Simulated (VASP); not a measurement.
# K (Pm-3m) in VASP: further runs, part 6 of 6

VASP 6.6.1.

### 102 Equation of state, PBE, 77.68 Å³/atom

The input, INCAR:

```
SYSTEM = K
ADDGRID = .False.
ALGO = Normal
EDIFF = 1E-6
ENCUT = 500
GGA = PE
ISIF = 2
ISMEAR = 0
LASPH = .True.
LCHARG = .False.
LREAL = .False.
LWAVE = .False.
NELM = 100
PREC = Accurate
SIGMA = 0.2
```

The input, KPOINTS:

```
k-points
0
Gamma
  9 9 9
  0 0 0
```

The input, POSCAR:

```
K
1.0
    4.2668967202      0.0000000000      0.0000000000
    0.0000000000      4.2668967202      0.0000000000
    0.0000000000      0.0000000000      4.2668967202
K
1
Direct
    0.0000000000      0.0000000000      0.0000000000
```

Potentials or basis: VASP PAW PBE potentials, release 64 (K_sv).

Started as:

```bash
cat potpaw_PBE.64/K_sv/POTCAR > POTCAR
mpirun -np 1 vasp_std > vasp.out
```

It took 9.6 s on 1 thread of Intel Xeon Platinum 8488C (Sapphire Rapids), shared host; peak memory 0.17 GiB.

These settings aren't checked as converged: the numbers below hold their error.

Results:

* Free energy: -0.9490 eV
* Pressure: 0.1 GPa
* Band gap on the k mesh: none (metal or under the smearing width)

### 103 Equation of state, PBE, 82.49 Å³/atom

INCAR is that of step 102.

KPOINTS is that of step 102.

The input, POSCAR:

```
K
1.0
    4.3531198844      0.0000000000      0.0000000000
    0.0000000000      4.3531198844      0.0000000000
    0.0000000000      0.0000000000      4.3531198844
K
1
Direct
    0.0000000000      0.0000000000      0.0000000000
```

Started as:

```bash
cat potpaw_PBE.64/K_sv/POTCAR > POTCAR
mpirun -np 1 vasp_std > vasp.out
```

It took 11 s on 1 thread of Intel Xeon Platinum 8488C (Sapphire Rapids), shared host; peak memory 0.17 GiB.

These settings aren't checked as converged: the numbers below hold their error.

What came out:

```
Free energy            : -0.9486 eV
Pressure               : -0.1 GPa
Band gap on the k mesh : none (metal or under the smearing width)
```

### 104 Equation of state, PBE, 77.68 Å³/atom

Changes to INCAR since step 103:

```diff
@@ -13,3 +13,3 @@
 NELM = 100
-PREC = Accurate
+PREC = Low
 SIGMA = 0.2
```

KPOINTS is that of step 103.

The input, POSCAR:

```
K
1.0
    4.2668967202      0.0000000000      0.0000000000
    0.0000000000      4.2668967202      0.0000000000
    0.0000000000      0.0000000000      4.2668967202
K
1
Direct
    0.0000000000      0.0000000000      0.0000000000
```

Started as:

```bash
cat potpaw_PBE.64/K_sv/POTCAR > POTCAR
mpirun -np 1 vasp_std > vasp.out
```

Run time: 4.4 s. Hardware: 1 thread of Intel Xeon Platinum 8488C (Sapphire Rapids), shared host; peak memory 0.12 GiB.

These settings aren't checked as converged: the numbers below hold their error.

Results:

```
Free energy            : -0.9494 eV
Pressure               : 0.1 GPa
Band gap on the k mesh : none (metal or under the smearing width)
```

### 105 Equation of state, PBE, 82.49 Å³/atom

INCAR is that of step 104.

KPOINTS is that of step 104.

The input, POSCAR:

```
K
1.0
    4.3531198844      0.0000000000      0.0000000000
    0.0000000000      4.3531198844      0.0000000000
    0.0000000000      0.0000000000      4.3531198844
K
1
Direct
    0.0000000000      0.0000000000      0.0000000000
```

Potentials or basis: VASP PAW PBE potentials, release 64 (K_sv).

Started as:

```bash
cat potpaw_PBE.64/K_sv/POTCAR > POTCAR
mpirun -np 1 vasp_std > vasp.out
```

It took 4.9 s on 1 thread of Intel Xeon Platinum 8488C (Sapphire Rapids), shared host; peak memory 0.12 GiB.

The run converged, but some of its settings lie outside the range that counts as converged, so its numbers aren't taken as properties of the crystal.

What came out:

| Item | Value |
| --- | --- |
| Free energy | -0.9488 eV |
| Pressure | -0.1 GPa |
| Band gap on the k mesh | none (metal or under the smearing width) |

### 106 Equation of state, PBE, 77.68 Å³/atom

Changes to INCAR since step 105:

```diff
@@ -13,3 +13,3 @@
 NELM = 100
-PREC = Low
+PREC = Normal
 SIGMA = 0.2
```

KPOINTS is that of step 105.

The input, POSCAR:

```
K
1.0
    4.2668967202      0.0000000000      0.0000000000
    0.0000000000      4.2668967202      0.0000000000
    0.0000000000      0.0000000000      4.2668967202
K
1
Direct
    0.0000000000      0.0000000000      0.0000000000
```

Started as:

```bash
cat potpaw_PBE.64/K_sv/POTCAR > POTCAR
mpirun -np 1 vasp_std > vasp.out
```

It took 5 s on 1 thread of Intel Xeon Platinum 8488C (Sapphire Rapids), shared host; peak memory 0.14 GiB.

These settings aren't checked as converged: the numbers below hold their error.

Results:

```
Free energy            : -0.9490 eV
Pressure               : 0.1 GPa
Band gap on the k mesh : none (metal or under the smearing width)
```

### 107 Equation of state, PBE, 82.49 Å³/atom

INCAR is that of step 106.

KPOINTS is that of step 106.

The input, POSCAR:

```
K
1.0
    4.3531198844      0.0000000000      0.0000000000
    0.0000000000      4.3531198844      0.0000000000
    0.0000000000      0.0000000000      4.3531198844
K
1
Direct
    0.0000000000      0.0000000000      0.0000000000
```

Started as:

```bash
cat potpaw_PBE.64/K_sv/POTCAR > POTCAR
mpirun -np 1 vasp_std > vasp.out
```

Wall time 5.4 s (1 thread of Intel Xeon Platinum 8488C (Sapphire Rapids), shared host); peak memory 0.14 GiB.

The run converged, but some of its settings lie outside the range that counts as converged, so its numbers aren't taken as properties of the crystal.

Results:

| Quantity | Value |
| --- | --- |
| Free energy | -0.9486 eV |
| Pressure | -0.1 GPa |
| Band gap on the k mesh | none (metal or under the smearing width) |

### 108 Equation of state, PBE, 77.68 Å³/atom

Changes to INCAR since step 107:

```diff
@@ -10,6 +10,6 @@
 LCHARG = .False.
-LREAL = .False.
+LREAL = Auto
 LWAVE = .False.
 NELM = 100
-PREC = Normal
+PREC = Accurate
 SIGMA = 0.2
```

KPOINTS is that of step 107.

The input, POSCAR:

```
K
1.0
    4.2668967202      0.0000000000      0.0000000000
    0.0000000000      4.2668967202      0.0000000000
    0.0000000000      0.0000000000      4.2668967202
K
1
Direct
    0.0000000000      0.0000000000      0.0000000000
```

Potentials or basis: VASP PAW PBE potentials, release 64 (K_sv).

Started as:

```bash
cat potpaw_PBE.64/K_sv/POTCAR > POTCAR
mpirun -np 1 vasp_std > vasp.out
```

Run time: 13 s. Hardware: 1 thread of Intel Xeon Platinum 8488C (Sapphire Rapids), shared host; peak memory 0.17 GiB.

The run converged, but some of its settings lie outside the range that counts as converged, so its numbers aren't taken as properties of the crystal.

What came out:

```yaml
Free_energy: -0.9491 eV
Pressure: 0.1 GPa
Band_gap_on_the_k_mesh: none (metal or under the smearing width)
```

### 109 Equation of state, PBE, 82.49 Å³/atom

INCAR is that of step 108.

KPOINTS is that of step 108.

The input, POSCAR:

```
K
1.0
    4.3531198844      0.0000000000      0.0000000000
    0.0000000000      4.3531198844      0.0000000000
    0.0000000000      0.0000000000      4.3531198844
K
1
Direct
    0.0000000000      0.0000000000      0.0000000000
```

Started as:

```bash
cat potpaw_PBE.64/K_sv/POTCAR > POTCAR
mpirun -np 1 vasp_std > vasp.out
```

Run time: 15 s. Hardware: 1 thread of Intel Xeon Platinum 8488C (Sapphire Rapids), shared host; peak memory 0.17 GiB.

The run converged, but some of its settings lie outside the range that counts as converged, so its numbers aren't taken as properties of the crystal.

What came out:

* Free energy: -0.9486 eV
* Pressure: -0.1 GPa
* Band gap on the k mesh: none (metal or under the smearing width)

### 110 Equation of state, PBE, 77.68 Å³/atom

Changes to INCAR since step 109:

```diff
@@ -3,3 +3,3 @@
 ALGO = Normal
-EDIFF = 1E-6
+EDIFF = 1E-4
 ENCUT = 500
@@ -10,3 +10,3 @@
 LCHARG = .False.
-LREAL = Auto
+LREAL = .False.
 LWAVE = .False.
```

KPOINTS is that of step 109.

The input, POSCAR:

```
K
1.0
    4.2668967202      0.0000000000      0.0000000000
    0.0000000000      4.2668967202      0.0000000000
    0.0000000000      0.0000000000      4.2668967202
K
1
Direct
    0.0000000000      0.0000000000      0.0000000000
```

Started as:

```bash
cat potpaw_PBE.64/K_sv/POTCAR > POTCAR
mpirun -np 1 vasp_std > vasp.out
```

Run time: 7.3 s. Hardware: 1 thread of Intel Xeon Platinum 8488C (Sapphire Rapids), shared host; peak memory 0.17 GiB.

The run converged, but some of its settings lie outside the range that counts as converged, so its numbers aren't taken as properties of the crystal.

Results:

| Property | Result |
| --- | --- |
| Free energy | -0.9490 eV |
| Pressure | 0.0 GPa |
| Band gap on the k mesh | none (metal or under the smearing width) |

### 111 Equation of state, PBE, 82.49 Å³/atom

INCAR is that of step 110.

KPOINTS is that of step 110.

The input, POSCAR:

```
K
1.0
    4.3531198844      0.0000000000      0.0000000000
    0.0000000000      4.3531198844      0.0000000000
    0.0000000000      0.0000000000      4.3531198844
K
1
Direct
    0.0000000000      0.0000000000      0.0000000000
```

Potentials or basis: VASP PAW PBE potentials, release 64 (K_sv).

Started as:

```bash
cat potpaw_PBE.64/K_sv/POTCAR > POTCAR
mpirun -np 1 vasp_std > vasp.out
```

Wall time 7.6 s (1 thread of Intel Xeon Platinum 8488C (Sapphire Rapids), shared host); peak memory 0.17 GiB.

The run converged, but some of its settings lie outside the range that counts as converged, so its numbers aren't taken as properties of the crystal.

What came out:

```
Free energy            : -0.9486 eV
Pressure               : -0.2 GPa
Band gap on the k mesh : none (metal or under the smearing width)
```

### 112 Equation of state, PBE, 77.68 Å³/atom

Changes to INCAR since step 111:

```diff
@@ -3,4 +3,4 @@
 ALGO = Normal
-EDIFF = 1E-4
-ENCUT = 500
+EDIFF = 1E-6
+ENCUT = 400
 GGA = PE
```

The input, KPOINTS:

```
k-points
0
Gamma
  11 11 11
  0 0 0
```

The input, POSCAR:

```
K
1.0
    4.2668967202      0.0000000000      0.0000000000
    0.0000000000      4.2668967202      0.0000000000
    0.0000000000      0.0000000000      4.2668967202
K
1
Direct
    0.0000000000      0.0000000000      0.0000000000
```

Started as:

```bash
cat potpaw_PBE.64/K_sv/POTCAR > POTCAR
mpirun -np 1 vasp_std > vasp.out
```

It took 11 s on 1 thread of Intel Xeon Platinum 8488C (Sapphire Rapids), shared host; peak memory 0.16 GiB.

The run converged, but some of its settings lie outside the range that counts as converged, so its numbers aren't taken as properties of the crystal.

What came out:

| Property | Result |
| --- | --- |
| Free energy | -0.9498 eV |
| Pressure | 0.1 GPa |
| Band gap on the k mesh | none (metal or under the smearing width) |

### 113 Equation of state, PBE, 82.49 Å³/atom

INCAR is that of step 112.

KPOINTS is that of step 112.

The input, POSCAR:

```
K
1.0
    4.3531198844      0.0000000000      0.0000000000
    0.0000000000      4.3531198844      0.0000000000
    0.0000000000      0.0000000000      4.3531198844
K
1
Direct
    0.0000000000      0.0000000000      0.0000000000
```

Started as:

```bash
cat potpaw_PBE.64/K_sv/POTCAR > POTCAR
mpirun -np 1 vasp_std > vasp.out
```

It took 11 s on 1 thread of Intel Xeon Platinum 8488C (Sapphire Rapids), shared host; peak memory 0.16 GiB.

The run converged, but some of its settings lie outside the range that counts as converged, so its numbers aren't taken as properties of the crystal.

Results:

- Free energy: -0.9493 eV
- Pressure: -0.1 GPa
- Band gap on the k mesh: none (metal or under the smearing width)

### 114 Equation of state, PBE, 77.68 Å³/atom

Changes to INCAR since step 113:

```diff
@@ -4,3 +4,3 @@
 EDIFF = 1E-6
-ENCUT = 400
+ENCUT = 600
 GGA = PE
```

The input, KPOINTS:

```
k-points
0
Gamma
  9 9 9
  0 0 0
```

The input, POSCAR:

```
K
1.0
    4.2668967202      0.0000000000      0.0000000000
    0.0000000000      4.2668967202      0.0000000000
    0.0000000000      0.0000000000      4.2668967202
K
1
Direct
    0.0000000000      0.0000000000      0.0000000000
```

Potentials or basis: VASP PAW PBE potentials, release 64 (K_sv).

Started as:

```bash
cat potpaw_PBE.64/K_sv/POTCAR > POTCAR
mpirun -np 1 vasp_std > vasp.out
```

Run time: 15 s. Hardware: 1 thread of Intel Xeon Platinum 8488C (Sapphire Rapids), shared host; peak memory 0.21 GiB.

These settings aren't checked as converged: the numbers below hold their error.

What came out:

```yaml
Free_energy: -0.9491 eV
Pressure: 0.1 GPa
Band_gap_on_the_k_mesh: none (metal or under the smearing width)
```

### 115 Equation of state, PBE, 82.49 Å³/atom

INCAR is that of step 114.

KPOINTS is that of step 114.

The input, POSCAR:

```
K
1.0
    4.3531198844      0.0000000000      0.0000000000
    0.0000000000      4.3531198844      0.0000000000
    0.0000000000      0.0000000000      4.3531198844
K
1
Direct
    0.0000000000      0.0000000000      0.0000000000
```

Started as:

```bash
cat potpaw_PBE.64/K_sv/POTCAR > POTCAR
mpirun -np 1 vasp_std > vasp.out
```

Wall time 15 s (1 thread of Intel Xeon Platinum 8488C (Sapphire Rapids), shared host); peak memory 0.2 GiB.

The run converged, but some of its settings lie outside the range that counts as converged, so its numbers aren't taken as properties of the crystal.

Results:

* Free energy: -0.9487 eV
* Pressure: -0.1 GPa
* Band gap on the k mesh: none (metal or under the smearing width)

### 116 Equation of state, PBE, 77.68 Å³/atom

Changes to INCAR since step 115:

```diff
@@ -4,3 +4,3 @@
 EDIFF = 1E-6
-ENCUT = 600
+ENCUT = 500
 GGA = PE
```

The input, KPOINTS:

```
k-points
0
Gamma
  11 11 11
  0 0 0
```

The input, POSCAR:

```
K
1.0
    4.2668967202      0.0000000000      0.0000000000
    0.0000000000      4.2668967202      0.0000000000
    0.0000000000      0.0000000000      4.2668967202
K
1
Direct
    0.0000000000      0.0000000000      0.0000000000
```

Started as:

```bash
cat potpaw_PBE.64/K_sv/POTCAR > POTCAR
mpirun -np 1 vasp_std > vasp.out
```

Run time: 15 s. Hardware: 1 thread of Intel Xeon Platinum 8488C (Sapphire Rapids), shared host; peak memory 0.18 GiB.

The run converged, but some of its settings lie outside the range that counts as converged, so its numbers aren't taken as properties of the crystal.

What came out:

```
Free energy            : -0.9500 eV
Pressure               : 0.1 GPa
Band gap on the k mesh : none (metal or under the smearing width)
```

### 117 Equation of state, PBE, 82.49 Å³/atom

INCAR is that of step 116.

KPOINTS is that of step 116.

The input, POSCAR:

```
K
1.0
    4.3531198844      0.0000000000      0.0000000000
    0.0000000000      4.3531198844      0.0000000000
    0.0000000000      0.0000000000      4.3531198844
K
1
Direct
    0.0000000000      0.0000000000      0.0000000000
```

Potentials or basis: VASP PAW PBE potentials, release 64 (K_sv).

Started as:

```bash
cat potpaw_PBE.64/K_sv/POTCAR > POTCAR
mpirun -np 1 vasp_std > vasp.out
```

It took 14 s on 1 thread of Intel Xeon Platinum 8488C (Sapphire Rapids), shared host; peak memory 0.18 GiB.

These settings aren't checked as converged: the numbers below hold their error.

Results:

| Property | Result |
| --- | --- |
| Free energy | -0.9495 eV |
| Pressure | -0.1 GPa |
| Band gap on the k mesh | none (metal or under the smearing width) |
